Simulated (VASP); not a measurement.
# BAs (Pm-3m) in VASP: reference runs

Aim: a first look at BAs with PBE, on the cell as given.

Everything below comes from runs of VASP 6.6.1. Logs are shortened: lines on timing, memory, paths and dates and some standing lists are left out, and cuts for length are marked.

**1. Starting point**

The structure is cubic, space group Pm-3m (No. 221). Conventional cell: a = 2.957 Å, b = 2.957 Å, c = 2.957 Å, α = 90.00°, β = 90.00°, γ = 90.00°. B (site symmetry m-3m) has 8 As at 2.56 Å as nearest neighbours. As (site symmetry m-3m) is surrounded by 8 B at 2.56 Å.

The cell was built by a generator and needn't be a form met in nature.

**2. Single point, PBE**

INCAR reads:

```
ALGO     = Normal         # electronic algorithm
EDIFF    = 1E-7           # SCF threshold, eV
ENCUT    = 520            # plane-wave cutoff, eV
GGA      = PE             # functional
ISIF     = 2              # what is computed and relaxed
ISMEAR   = -1             # smearing method
LASPH    = T              # aspherical terms in the spheres
LCHARG   = T              # write CHGCAR
LELF     = T              # ELF
LREAL    = F              # projectors in reciprocal space
LVHAR    = T            
LWAVE    = F              # write WAVECAR
NBANDS   = 11             # bands
NELM     = 80             # most SCF steps
PREC     = Accurate       # precision mode
SIGMA    = 0.05           # smearing width, eV
```

KPOINTS reads:

```
k-points
0
Gamma
  9 9 9
```

POSCAR reads:

```
BAs
1.0
    2.9570103300      0.0000000000      0.0000000000
    0.0000000000      2.9570103300      0.0000000000
    0.0000000000      0.0000000000      2.9570103300
B As
1 1
Direct
    0.5000000000      0.5000000000      0.5000000000
    0.0000000000      0.0000000000      0.0000000000
```

Potentials or basis: VASP PAW PBE potentials, release 64 (B, As).

On the command line:

```bash
$ cat potpaw_PBE.64/B/POTCAR potpaw_PBE.64/As/POTCAR > POTCAR
$ mpirun -np 1 vasp_std > vasp.out
```

OUTCAR:

```text
EDIFF = 1E-7
   ENCUT = 520
   GGA = PE
   ISIF = 2
   ISMEAR = -1
   LASPH = T
   LREAL = F
   NELM = 80
   PREC = Accurate

 ion  position               nearest neighbor table
   1  0.500  0.500  0.500-
   2  0.000  0.000  0.000-

  LATTYP: Found a simple cubic cell.
 ALAT       =     2.9570103300

  Lattice vectors:

 A1 = (   2.9570103300,   0.0000000000,   0.0000000000)
 A2 = (   0.0000000000,   2.9570103300,   0.0000000000)
 A3 = (   0.0000000000,   0.0000000000,   2.9570103300)

Analysis of symmetry for initial positions (statically):
=====================================================================
 Subroutine PRICEL returns:
 Original cell was already a primitive cell.

 Routine SETGRP: Setting up the symmetry group for a
 simple cubic supercell.

 Subroutine GETGRP returns: Found 48 space group operations
 (whereof 48 operations were pure point group operations)
 out of a pool of 48 trial point group operations.

The static configuration has the point symmetry O_h .

Analysis of symmetry for dynamics (positions and initial velocities):
=====================================================================
 Subroutine PRICEL returns:
 Original cell was already a primitive cell.

 Routine SETGRP: Setting up the symmetry group for a
 simple cubic supercell.

 Subroutine GETGRP returns: Found 48 space group operations
 (whereof 48 operations were pure point group operations)
 out of a pool of 48 trial point group operations.

The dynamic configuration has the point symmetry O_h .

 Subroutine INISYM returns: Found 48 space group operations
 (whereof 48 operations are pure point group operations),
 and found     1 'primitive' translations

----------------------------------------------------------------------------------------

                                     Primitive cell

  volume of cell :      25.8558

  direct lattice vectors                    reciprocal lattice vectors
     2.957010330  0.000000000  0.000000000     0.338179407  0.000000000  0.000000000
     0.000000000  2.957010330  0.000000000     0.000000000  0.338179407  0.000000000
     0.000000000  0.000000000  2.957010330     0.000000000  0.000000000  0.338179407

  length of vectors
     2.957010330  2.957010330  2.957010330     0.338179407  0.338179407  0.338179407

  position of ions in fractional coordinates (direct lattice)
     0.500000000  0.500000000  0.500000000
     0.000000000  0.000000000  0.000000000

  ion indices of the primitive-cell ions
   primitive index   ion index
                 1           1
                 2           2

----------------------------------------------------------------------------------------

 KPOINTS: k-points

Automatic generation of k-mesh.
 Grid dimensions read from file:
 generate k-points for:    9    9    9

 Generating k-lattice:

  Cartesian coordinates                     Fractional coordinates (reciprocal lattice)
     0.037575490  0.000000000  0.000000000     0.111111111  0.000000000  0.000000000
     0.000000000  0.037575490  0.000000000     0.000000000  0.111111111  0.000000000
     0.000000000  0.000000000  0.037575490     0.000000000  0.000000000  0.111111111

  Length of vectors
     0.037575490  0.037575490  0.037575490

  Shift w.r.t. Gamma in fractional coordinates (k-lattice)
     0.000000000  0.000000000  0.000000000

 Subroutine IBZKPT returns following result:
 ===========================================

 Found     35 irreducible k-points:

 Following reciprocal coordinates:
            Coordinates               Weight
  0.000000  0.000000  0.000000      1.000000
  0.111111  0.000000  0.000000      6.000000
  0.222222  0.000000  0.000000      6.000000
  0.333333  0.000000  0.000000      6.000000
  0.444444  0.000000  0.000000      6.000000
  0.111111  0.111111  0.000000     12.000000
[... 16 lines left out ...]
  0.333333  0.333333  0.111111     24.000000
  0.444444  0.333333  0.111111     48.000000
 [... further k-points ...]
   k-points           NKPTS =     35   k-points in BZ     NKDIM =     35   number of bands    NBANDS=     11
   number of dos      NEDOS =    301   number of ions     NIONS =      2
   total plane-waves  NPLWV =  13824
   dimension x,y,z NGX =    24 NGY =   24 NGZ =   24
   dimension x,y,z NGXF=    48 NGYF=   48 NGZF=   48
   ions per type =               1   1
   NGX,Y,Z   is equivalent  to a cutoff of  13.49, 13.49, 13.49 a.u.
   NGXF,Y,Z  is equivalent  to a cutoff of  26.99, 26.99, 26.99 a.u.
 SYSTEM =  unknown system
   PREC   = accura    normal or accurate (medium, high low for compatibility)
   ISTART =      0    job   : 0-new  1-cont  2-samecut
   ICHARG =      2    charge: 1-file 2-atom 10-const
   ISPIN  =      1    spin polarized calculation?
   LNONCOLLINEAR =      F non collinear calculations
   LSORBIT =      F    spin-orbit coupling
   LASPH  =      T    aspherical Exc in radial PAW
   ENCUT  =  520.0 eV  38.22 Ry    6.18 a.u.   5.50  5.50  5.50*2*pi/ulx,y,z
   NELM   =     80;   NELMIN=  2; NELMDL= -5     # of ELM steps
   EDIFF  = 0.1E-06   stopping-criterion for ELM
   LREAL  =      F    real-space projection
   EDIFFG = 0.1E-05   stopping-criterion for IOM
   NSW    =      0    number of steps for IOM
   IBRION =     -1    ionic relax: 0-MD 1-quasi-New 2-CG
   NFREE  =      0    steps in history (QN), initial steepest desc. (CG)
   ISIF   =      2    stress and relaxation
   ISYM   =      2    0-nonsym 1-usesym 2-fastsym
   POTIM  = 0.5000    time-step for ionic-motion
   TEBEG  =    0.0;   TEEND  =   0.0 temperature during run
   PSTRESS=    0.0 pullay stress
   NELECT =       8.0000    total number of electrons
   NUPDOWN=      -1.0000    fix difference up-down
   EMIN   =  10.00;   EMAX   =-10.00  energy-range for DOS
   EFERMI =   0.00;   METHOD = LEGACY
   ISMEAR =    -1;   SIGMA  =   0.05  broadening in eV -4-tet -1-fermi 0-gaus
   EFERMI_NEDOS =   21; number of points for ismear=-14 and -15
   IALGO  =     38    algorithm
   IMIX   =      4    mixing-type and parameters
     AMIX     =   0.40;   BMIX     =  1.00
     AMIX_MAG =   1.60;   BMIX_MAG =  1.00
  volume/ion in A,a.u.               =      12.93        87.24
  Fermi-wavevector in a.u.,A,eV,Ry     =   1.107266  2.092429 16.681261  1.226038
  Thomas-Fermi vector in A             =   2.243778
   LORBIT       =      0    0 simple, 1 ext, 2 COOP (PROOUT), +10 PAW based schemes
   GGA     = PE    functional components
   LHFCALC =     F    Hartree Fock is set to
   AEXX    =    0.0000 exact exchange contribution
   IVDW    =     0    specifies the selected vdW correction
   LEPSILON=     F    determine dielectric tensor
   LRPA    =     F    only Hartree local field effects (RPA)
 non-spin polarized calculation
  energy-cutoff  :      520.00
  volume of cell :       25.86
 maximum number of plane-waves:       739
 NGX is ok and might be reduce to    24
   NGX = 11   NGY = 11   NGZ = 11

 number of electron       7.9999998 magnetization

 Free energy of the ion-electron system (eV)
  ---------------------------------------------------
  ext. energy  EPLUGINS =         0.00000000
  ---------------------------------------------------
  free energy    TOTEN  =        -8.34561971 eV

  energy without entropy =       -8.33524399  energy(sigma->0) =       -8.34043185

 E-fermi :   6.7874     XC(G=0): -11.3374

 val. band max:        6.7833851061   @ k =   0.4444   0.1111   0.1111
 cond. band min:       6.8774667724   @ k =   0.2222   0.0000   0.0000
 fundamental gap:      0.0940816664
 Fermi energy:         6.7874228750

 k-point     1 :       0.0000    0.0000    0.0000
  band No.  band energies     occupation
      1      -8.6197      2.00000
      2       6.0962      2.00000
      3       6.0962      2.00000
      4       6.0962      2.00000
      5       6.4731      1.99628
      6      12.5855      0.00000
      7      12.5855      0.00000
      8      15.9941      0.00000
      9      15.9941      0.00000
     10      15.9941      0.00000
     11      25.5855      0.00000

 k-point     2 :       0.1111    0.0000    0.0000
  band No.  band energies     occupation
      1      -8.4289      2.00000
      2       4.0147      2.00000
      3       6.2928      1.99990
      4       6.2928      1.99990
      5       7.5681      0.00000
      6      12.7820      0.00000
      7      13.9006      0.00000
      8      15.5033      0.00000
      9      15.5033      0.00000
     10      15.6676      0.00000
     11      25.0534      0.00000

 k-point     3 :       0.2222    0.0000    0.0000
  band No.  band energies     occupation
      1      -7.8652      2.00000
      2       1.4570      2.00000
      3       6.8775      0.28349
      4       6.8775      0.28349
      5       8.2979      0.00000
      6      13.3674      0.00000
      7      14.1251      0.00000
      8      14.1963      0.00000
      9      14.1963      0.00000
     10      17.5104      0.00000
     11      22.7360      0.00000

 k-point     4 :       0.3333    0.0000    0.0000
  band No.  band energies     occupation
      1      -6.9723      2.00000
      2      -0.8853      2.00000
      3       7.8333      0.00000
      4       7.8333      0.00000
      5       9.0652      0.00000
      6      12.4812      0.00000
      7      12.4812      0.00000
      8      12.8152      0.00000
      9      14.3199      0.00000
     10      20.1539      0.00000
     11      21.1844      0.00000

 k-point     5 :       0.4444    0.0000    0.0000
  band No.  band energies     occupation
      1      -5.9801      2.00000
      2      -2.6260      2.00000
      3       9.1222      0.00000
      4       9.1222      0.00000
      5       9.9365      0.00000
      6      10.7346      0.00000
      7      10.7346      0.00000
      8      11.5771      0.00000
      9      15.4873      0.00000
     10      18.1712      0.00000
     11      24.4381      0.00000
[... 211 lines left out ...]
 k-point    21 :       0.3333    0.2222    0.1111
  band No.  band energies     occupation
      1      -6.0217      2.00000
      2       0.0340      2.00000
      3       3.4164      2.00000
      4       6.7434      1.41348
      5       8.3008      0.00000
      6      11.2630      0.00000
      7      12.7555      0.00000
      8      13.9261      0.00000
      9      18.6589      0.00000
     10      21.2568      0.00000
     11      21.8908      0.00000

 k-point    22 :       0.4444    0.2222    0.1111
  band No.  band energies     occupation
      1      -5.0256      2.00000
      2      -1.6869      2.00000
      3       4.5550      2.00000
      4       6.5419      1.98536
      5       8.0170      0.00000
      6       9.5990      0.00000
      7      13.2898      0.00000
      8      13.9060      0.00000
      9      19.5878      0.00000
     10      20.6531      0.00000
     11      21.8240      0.00000

 k-point    23 :       0.3333    0.3333    0.1111
  band No.  band energies     occupation
      1      -5.1245      2.00000
      2       0.6348      2.00000
      3       1.3869      2.00000
      4       6.1704      1.99999
      5       7.6259      0.00000
      6      11.1858      0.00000
      7      13.1257      0.00000
      8      13.3413      0.00000
      9      19.9032      0.00000
     10      21.2735      0.00000
     11      21.3149      0.00000

 k-point    24 :       0.4444    0.3333    0.1111
  band No.  band energies     occupation
      1      -4.1299      2.00000
      2      -0.7743      2.00000
      3       2.2008      2.00000
      4       4.3808      2.00000
      5       8.7985      0.00000
      6      10.1563      0.00000
      7      13.1237      0.00000
      8      13.5418      0.00000
      9      19.8502      0.00000
     10      20.4698      0.00000
     11      21.7614      0.00000

 [... further k-points ...]

------------------------ aborting loop because EDIFF is reached ----------------------------------------

  FORCE on cell =-STRESS in cart. coord.  units (eV):
  Direction    XX          YY          ZZ          XY          YZ          ZX
  --------------------------------------------------------------------------------------
  -------------------------------------------------------------------------------------
  Total       -0.2855384     -0.2855384     -0.2855384      0.0000000     -0.0000000     -0.0000000
  in kB      -17.6936147    -17.6936147    -17.6936147      0.0000000     -0.0000000     -0.0000000
  external PRESSURE =     -17.6936147 kB  Pullay stress =       0.0000000 kB

 VOLUME and BASIS-vectors are now :
 -----------------------------------------------------------------------------
  energy-cutoff  :      520.00
  volume of cell :       25.86
      direct lattice vectors                 reciprocal lattice vectors
     2.957010330  0.000000000  0.000000000     0.338179407  0.000000000  0.000000000
     0.000000000  2.957010330  0.000000000     0.000000000  0.338179407  0.000000000
     0.000000000  0.000000000  2.957010330     0.000000000  0.000000000  0.338179407

 POSITION                                       TOTAL-FORCE (eV/Angst)
 -----------------------------------------------------------------------------------
      1.47851      1.47851      1.47851         0.000000      0.000000      0.000000
      0.00000      0.00000      0.00000         0.000000      0.000000      0.000000
 -----------------------------------------------------------------------------------
    total drift:                                0.000000      0.000000     -0.000000

  FREE ENERGIE OF THE ION-ELECTRON SYSTEM (eV)
  ---------------------------------------------------
  free  energy   TOTEN  =        -8.3456197126 eV

  energy  without entropy=       -8.3352439920  energy(sigma->0) =       -8.34043185
```

Wall time 4.4 s (1 thread of Intel Xeon 6975P-C (Granite Rapids), shared host); peak memory 0.13 GiB.

What came out:

```yaml
Free_energy: -8.3456 eV
Pressure: -1.8 GPa
Band_gap_on_the_k_mesh: none (metal or under the smearing width)
```
